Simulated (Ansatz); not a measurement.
Density of states of Al (P6_3/mmc, a = 2.815 Å, b = 2.815 Å, c = 9.242 Å, α = 90.00°, β = 90.00°, γ = 120.00°), in states per eV and primitive cell, averaged over bins of 0.4 eV. Theory: DFT PBE+D3(BJ), scalar-relativistic, plane waves, PAW in Ansatz 0.2.0.

Plane waves to 420 eV, a k mesh through Γ of 18×18×6 on the computed 4-atom cell and Gaussian smearing (0.10 eV); no spin polarisation.

The cell is relaxed at this level. The states (both spins) are summed by tetrahedra on a 27×27×9 mesh at the self-consistent density. Energies are bin centres; the table starts no lower than −8 eV and ends at 6 eV, or lower where the solved bands end.

It is a metal at this level.

```tsv
E − E_F (eV)	total	Al 3p	Al 3s
-7.85	0.88	0.60	0.27
-7.45	0.90	0.62	0.28
-7.05	0.96	0.66	0.30
-6.65	1.01	0.70	0.31
-6.25	1.06	0.73	0.32
-5.85	1.11	0.77	0.33
-5.45	1.18	0.82	0.35
-5.05	1.23	0.88	0.34
-4.65	1.21	0.89	0.31
-4.25	1.34	0.99	0.34
-3.85	1.40	1.07	0.32
-3.45	1.22	0.95	0.26
-3.05	1.30	0.93	0.35
-2.65	1.36	0.90	0.43
-2.25	1.46	0.95	0.49
-1.85	1.61	1.07	0.50
-1.45	1.52	1.08	0.40
-1.05	1.30	0.89	0.36
-0.65	1.60	1.07	0.46
-0.25	1.55	1.05	0.43
0.15	1.57	1.01	0.47
0.55	1.66	1.04	0.51
0.95	1.81	1.17	0.51
1.35	1.66	1.09	0.45
1.75	1.57	1.01	0.42
2.15	1.82	1.12	0.52
2.55	1.71	1.03	0.48
2.95	1.79	1.09	0.48
3.35	1.85	1.12	0.48
3.75	1.88	1.14	0.47
4.15	1.96	1.21	0.46
4.55	2.02	1.26	0.45
4.95	2.02	1.26	0.42
5.35	2.11	1.32	0.41
```

The columns after the total are the Löwdin projections on the occupied valence shells of the potentials. The rest of the total lies in shells that are empty in the free atom, which aren't projected, and between the atoms.

This form isn't the element's structure at ambient conditions.

Cost: 1 run of about 0.56 core-minutes, on Intel Xeon Platinum 8488C (Sapphire Rapids) (shared hosts).